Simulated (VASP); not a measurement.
# TiB2 (P6/mmm) in VASP: single point with r2SCAN

Aim: the single point of TiB2 with r2SCAN.

Program: VASP 6.6.1. These are calculated values, not measurements. Logs are shortened: lines on timing, memory, paths and dates and some standing lists are left out, and cuts for length are marked.

## (1) Starting point

It takes space group P6/mmm (No. 191, hexagonal). The conventional cell has a = 3.049 Å, b = 3.049 Å, c = 3.249 Å, α = 90.00°, β = 90.00°, γ = 120.00°. Ti (site symmetry 6/mmm) has 12 B at 2.40 Å as nearest neighbours. B (site symmetry -6m2) is surrounded by 3 B at 1.76 Å.

## (2) Single point, r2SCAN

Contents of POSCAR:

```
TiB2
1.0
    3.0485925500      0.0000000000      0.0000000000
   -1.5242962700      2.6401544100      0.0000000000
    0.0000000000      0.0000000000      3.2490678000
Ti B
1 2
Direct
    0.0000000000      0.0000000000      0.0000000000
    0.3333000000      0.6667000000      0.5000000000
    0.6666000000      0.3333000000      0.5000000000
```

Contents of INCAR.step1:

```
PREC     = Accurate       # precision mode
ENCUT    = 520            # plane-wave cutoff, eV
ISMEAR   = -5             # smearing method
SIGMA    = 0.0756         # smearing width, eV
LREAL    = False          # projectors in reciprocal space
LASPH    = True           # aspherical terms in the spheres
NELM     = 100            # most SCF steps
LMAXMIX  = 4              # l up to which the mixer works
GGA      = PE             # functional
ALGO     = Normal         # electronic algorithm
EDIFF    = 1E-4           # SCF threshold, eV
LWAVE    = True           # write WAVECAR
LCHARG   = False          # write CHGCAR
```

Contents of INCAR.step2:

```
PREC     = Accurate       # precision mode
ENCUT    = 520            # plane-wave cutoff, eV
EDIFF    = 1E-7           # SCF threshold, eV
ISMEAR   = 1              # smearing method
SIGMA    = 0.0756         # smearing width, eV
LREAL    = False          # projectors in reciprocal space
LASPH    = True           # aspherical terms in the spheres
NELM     = 100            # most SCF steps
ALGO     = Normal         # electronic algorithm
ISIF     = 2              # what is computed and relaxed
LWAVE    = False          # write WAVECAR
LCHARG   = False          # write CHGCAR
LMAXMIX  = 4              # l up to which the mixer works
METAGGA  = R2SCAN         # meta-GGA
LMIXTAU  = True         
LORBIT   = 11             # projections on sites
ISTART   = 1
```

Contents of KPOINTS:

```
Automatic mesh
0
Gamma
  10 10 8
```

Potentials or basis: VASP PAW PBE potentials, release 64 (Ti_sv, B).

The run is started by

```console
> cat potpaw_PBE.64/Ti_sv/POTCAR potpaw_PBE.64/B/POTCAR > POTCAR
> cp INCAR.step1 INCAR
> mpirun -np 1 vasp_std > vasp.out
> cp INCAR.step2 INCAR
> mpirun -np 1 vasp_std > vasp.out
```

OUTCAR:

```text
PREC = Accurate
   ENCUT = 520
   EDIFF = 1E-7
   ISMEAR = 1
   LREAL = False
   LASPH = True
   NELM = 100
   ISIF = 2
   METAGGA = R2SCAN
   LORBIT = 11
   ISTART = 1

 ion  position               nearest neighbor table
   1  0.000  0.000  0.000-   2 2.40   2 2.40   3 2.40   3 2.40   2 2.40   2 2.40   3 2.40   3 2.40
                             3 2.40   3 2.40   2 2.40   2 2.40
   2  0.333  0.667  0.500-   3 1.76   3 1.76   3 1.76   1 2.40   1 2.40   1 2.40   1 2.40   1 2.40
                             1 2.40
   3  0.667  0.333  0.500-   2 1.76   2 1.76   2 1.76   1 2.40   1 2.40   1 2.40   1 2.40   1 2.40
                             1 2.40

  LATTYP: Found a hexagonal cell.
 ALAT       =     3.0485925500
 C/A-ratio  =     1.0657599357

  Lattice vectors:

 A1 = (   3.0485925500,   0.0000000000,   0.0000000000)
 A2 = (  -1.5242962700,   2.6401544100,   0.0000000000)
 A3 = (   0.0000000000,   0.0000000000,   3.2490678000)

Analysis of symmetry for initial positions (statically):
=====================================================================
 Subroutine PRICEL returns:
 Original cell was already a primitive cell.

 Routine SETGRP: Setting up the symmetry group for a
 hexagonal supercell.

 Subroutine GETGRP returns: Found  4 space group operations
 (whereof  4 operations were pure point group operations)
 out of a pool of 24 trial point group operations.

The static configuration has the point symmetry C_2v.

Analysis of symmetry for dynamics (positions and initial velocities):
=====================================================================
 Subroutine PRICEL returns:
 Original cell was already a primitive cell.

 Routine SETGRP: Setting up the symmetry group for a
 hexagonal supercell.

 Subroutine GETGRP returns: Found  4 space group operations
 (whereof  4 operations were pure point group operations)
 out of a pool of 24 trial point group operations.

The dynamic configuration has the point symmetry C_2v.

 Subroutine INISYM returns: Found  4 space group operations
 (whereof  4 operations are pure point group operations),
 and found     1 'primitive' translations

----------------------------------------------------------------------------------------

                                     Primitive cell

  volume of cell :      26.1510

  direct lattice vectors                    reciprocal lattice vectors
     3.048592550  0.000000000  0.000000000     0.328020220  0.189382862  0.000000000
    -1.524296270  2.640154410  0.000000000     0.000000000  0.378765725  0.000000000
     0.000000000  0.000000000  3.249067800     0.000000000  0.000000000  0.307780589

  length of vectors
     3.048592550  3.048588924  3.249067800     0.378765275  0.378765725  0.307780589

  position of ions in fractional coordinates (direct lattice)
     0.000000000  0.000000000  0.000000000
     0.333300000  0.666700000  0.500000000
     0.666600000  0.333300000  0.500000000

  ion indices of the primitive-cell ions
   primitive index   ion index
                 1           1
                 2           2
                 3           3

----------------------------------------------------------------------------------------

 KPOINTS: Automatic mesh

Automatic generation of k-mesh.
 Grid dimensions read from file:
 generate k-points for:   10   10    8

 Generating k-lattice:

  Cartesian coordinates                     Fractional coordinates (reciprocal lattice)
     0.032802022  0.018938286  0.000000000     0.100000000 -0.000000000  0.000000000
     0.000000000  0.037876573  0.000000000     0.000000000  0.100000000  0.000000000
     0.000000000  0.000000000  0.038472574     0.000000000  0.000000000  0.125000000

  Length of vectors
     0.037876527  0.037876573  0.038472574

  Shift w.r.t. Gamma in fractional coordinates (k-lattice)
     0.000000000  0.000000000  0.000000000

 Subroutine IBZKPT returns following result:
 ===========================================

 Found    155 irreducible k-points:

 Following reciprocal coordinates:
            Coordinates               Weight
  0.000000  0.000000  0.000000      1.000000
  0.100000 -0.000000  0.000000      4.000000
  0.000000  0.100000  0.000000      2.000000
  0.200000 -0.000000  0.000000      4.000000
  0.000000  0.200000  0.000000      2.000000
  0.300000  0.000000  0.000000      4.000000
[... 16 lines left out ...]
  0.200000  0.200000  0.000000      4.000000
 -0.400000  0.200000  0.000000      2.000000
 [... further k-points ...]
   k-points           NKPTS =    155   k-points in BZ     NKDIM =    155   number of bands    NBANDS=     13
   number of dos      NEDOS =    301   number of ions     NIONS =      3
   total plane-waves  NPLWV =  13824
   dimension x,y,z NGX =    24 NGY =   24 NGZ =   24
   dimension x,y,z NGXF=    48 NGYF=   48 NGZF=   48
   ions per type =               1   2
   NGX,Y,Z   is equivalent  to a cutoff of  13.09, 13.09, 12.28 a.u.
   NGXF,Y,Z  is equivalent  to a cutoff of  26.18, 26.18, 24.56 a.u.
 SYSTEM =  unknown system
   PREC   = accura    normal or accurate (medium, high low for compatibility)
   ISTART =      1    job   : 0-new  1-cont  2-samecut
   ICHARG =      0    charge: 1-file 2-atom 10-const
   ISPIN  =      1    spin polarized calculation?
   LNONCOLLINEAR =      F non collinear calculations
   LSORBIT =      F    spin-orbit coupling
   LASPH  =      T    aspherical Exc in radial PAW
   ENCUT  =  520.0 eV  38.22 Ry    6.18 a.u.   5.67  5.67  6.04*2*pi/ulx,y,z
   NELM   =    100;   NELMIN=  2; NELMDL=  0     # of ELM steps
   EDIFF  = 0.1E-06   stopping-criterion for ELM
   LREAL  =      F    real-space projection
   EDIFFG = 0.1E-05   stopping-criterion for IOM
   NSW    =      0    number of steps for IOM
   IBRION =     -1    ionic relax: 0-MD 1-quasi-New 2-CG
   NFREE  =      0    steps in history (QN), initial steepest desc. (CG)
   ISIF   =      2    stress and relaxation
   ISYM   =      2    0-nonsym 1-usesym 2-fastsym
   POTIM  = 0.5000    time-step for ionic-motion
   TEBEG  =    0.0;   TEEND  =   0.0 temperature during run
   PSTRESS=    0.0 pullay stress
   NELECT =      18.0000    total number of electrons
   NUPDOWN=      -1.0000    fix difference up-down
   EMIN   =  10.00;   EMAX   =-10.00  energy-range for DOS
   EFERMI =   0.00;   METHOD = LEGACY
   ISMEAR =     1;   SIGMA  =   0.08  broadening in eV -4-tet -1-fermi 0-gaus
   EFERMI_NEDOS =   21; number of points for ismear=-14 and -15
   IALGO  =     38    algorithm
   IMIX   =      4    mixing-type and parameters
     AMIX     =   0.40;   BMIX     =  1.00
     AMIX_MAG =   1.60;   BMIX_MAG =  1.00
  volume/ion in A,a.u.               =       8.72        58.83
  Fermi-wavevector in a.u.,A,eV,Ry     =   1.445450  2.731505 28.427015  2.089327
  Thomas-Fermi vector in A             =   2.563631
   LORBIT       =     11    0 simple, 1 ext, 2 COOP (PROOUT), +10 PAW based schemes
   METAGGA = R2SCAN    functional components
   LHFCALC =     F    Hartree Fock is set to
   AEXX    =    0.0000 exact exchange contribution
   IVDW    =     0    specifies the selected vdW correction
   LEPSILON=     F    determine dielectric tensor
   LRPA    =     F    only Hartree local field effects (RPA)
 non-spin polarized calculation
 Methfessel and Paxton  Order N= 1 SIGMA  =   0.08
  energy-cutoff  :      520.00
  volume of cell :       26.15
 maximum number of plane-waves:       721
   NGX = 11   NGY = 11   NGZ = 13

 number of electron      18.0000002 magnetization

 Free energy of the ion-electron system (eV)
  ---------------------------------------------------
  ext. energy  EPLUGINS =         0.00000000
  ---------------------------------------------------
  free energy    TOTEN  =       -30.95498123 eV

  energy without entropy =      -30.95394718  energy(sigma->0) =      -30.95463654

 E-fermi :   9.8812     XC(G=0): -13.6393

 val. band max:        9.8739981242   @ k =   0.0000   0.1000   0.3750
 cond. band min:       9.8848539662   @ k =   0.5000   0.3000   0.0000
 fundamental gap:      0.0108558420
 Fermi energy:         9.8812316719

 k-point     1 :       0.0000    0.0000    0.0000
  band No.  band energies     occupation
      1     -49.5127      2.00000
      2     -24.8147      2.00000
      3     -24.5108      2.00000
      4     -24.5107      2.00000
      5      -4.4340      2.00000
      6       7.2068      2.00000
      7       7.2083      2.00000
      8       7.3434      2.00000
      9       7.7958      2.00000
     10      11.8649      0.00000
     11      11.8653      0.00000
     12      13.6926      0.00000
     13      13.6937      0.00000

 k-point     2 :       0.1000   -0.0000    0.0000
  band No.  band energies     occupation
      1     -49.5077      2.00000
      2     -24.8082      2.00000
      3     -24.5495      2.00000
      4     -24.5194      2.00000
      5      -4.2339      2.00000
      6       6.6061      2.00000
      7       7.1583      2.00000
      8       7.2095      2.00000
      9       7.8932      2.00000
     10      11.8069      0.00000
     11      12.1813      0.00000
     12      12.9780      0.00000
     13      13.1105      0.00000

 k-point     3 :       0.0000    0.1000    0.0000
  band No.  band energies     occupation
      1     -49.5077      2.00000
      2     -24.8082      2.00000
      3     -24.5494      2.00000
      4     -24.5195      2.00000
      5      -4.2339      2.00000
      6       6.6050      2.00000
      7       7.1593      2.00000
      8       7.2096      2.00000
      9       7.8933      2.00000
     10      11.8066      0.00000
     11      12.1814      0.00000
     12      12.9779      0.00000
     13      13.1107      0.00000
[... 305 lines left out ...]
 k-point    23 :       0.2000    0.2000    0.0000
  band No.  band energies     occupation
      1     -49.4708      2.00000
      2     -24.7916      2.00000
      3     -24.7602      2.00000
      4     -24.6202      2.00000
      5      -2.1766      2.00000
      6       3.2834      2.00000
      7       4.8489      2.00000
      8       6.8021      2.00000
      9       9.4154      2.00000
     10      10.4422     -0.00000
     11      11.2236     -0.00000
     12      13.0319      0.00000
     13      14.8472      0.00000

 k-point    24 :      -0.4000    0.2000    0.0000
  band No.  band energies     occupation
      1     -49.4708      2.00000
      2     -24.7917      2.00000
      3     -24.7602      2.00000
      4     -24.6201      2.00000
      5      -2.1766      2.00000
      6       3.2841      2.00000
      7       4.8480      2.00000
      8       6.8015      2.00000
      9       9.4149      2.00000
     10      10.4428     -0.00000
     11      11.2240     -0.00000
     12      13.0317      0.00000
     13      14.8476      0.00000

 [... further k-points ...]
[... 5 lines left out ...]
  --------------------------------------------------------------------------------------
  -------------------------------------------------------------------------------------
  Total       -0.9464510     -0.9452314     -0.6173533     -0.0000000      0.0000000      0.0000000
  in kB      -57.9857431    -57.9110243    -37.8230770     -0.0000001      0.0000000      0.0000000
  external PRESSURE =     -51.2399481 kB  Pullay stress =       0.0000000 kB

 VOLUME and BASIS-vectors are now :
 -----------------------------------------------------------------------------
  energy-cutoff  :      520.00
  volume of cell :       26.15
      direct lattice vectors                 reciprocal lattice vectors
     3.048592550  0.000000000  0.000000000     0.328020220  0.189382862  0.000000000
    -1.524296270  2.640154410  0.000000000     0.000000000  0.378765725  0.000000000
     0.000000000  0.000000000  3.249067800     0.000000000  0.000000000  0.307780589

 POSITION                                       TOTAL-FORCE (eV/Angst)
 -----------------------------------------------------------------------------------
      0.00000      0.00000      0.00000        -0.002122      0.000000      0.000000
     -0.00015      1.76019      1.62453         0.001061     -0.002357      0.000000
      1.52414      0.87996      1.62453         0.001061      0.002357      0.000000
 -----------------------------------------------------------------------------------
    total drift:                                0.000001      0.000000     -0.000000

  FREE ENERGIE OF THE ION-ELECTRON SYSTEM (eV)
  ---------------------------------------------------
  free  energy   TOTEN  =       -30.9549812262 eV

  energy  without entropy=      -30.9539471794  energy(sigma->0) =      -30.95463654

 total charge

# of ion       s       p       d       tot
------------------------------------------
    1        2.170   6.205   1.979  10.354
    2        0.696   1.308   0.000   2.004
    3        0.696   1.308   0.000   2.004
--------------------------------------------------
tot          3.562   8.821   1.979  14.363
```

Wall time 2.9 min (1 thread of Intel Xeon Platinum 8375C at 2.90GHz (Ice Lake), shared host); peak memory 0.18 GiB.

What came out:

| Quantity | Value |
| --- | --- |
| Free energy | -30.9550 eV |
| Pressure | -5.1 GPa |
| Band gap on the k mesh | none (metal or under the smearing width) |
| Valence electrons inside the program's atomic spheres | Ti 10.35; B 2.00 |

Forces in eV/Å, atoms in the order of the input:
```
Ti  -0.002  0.000  0.000
B    0.001 -0.002  0.000
B    0.001  0.002  0.000
```

Caveat: the PAW data sets were made with another functional, which shifts forces and pressure a little.
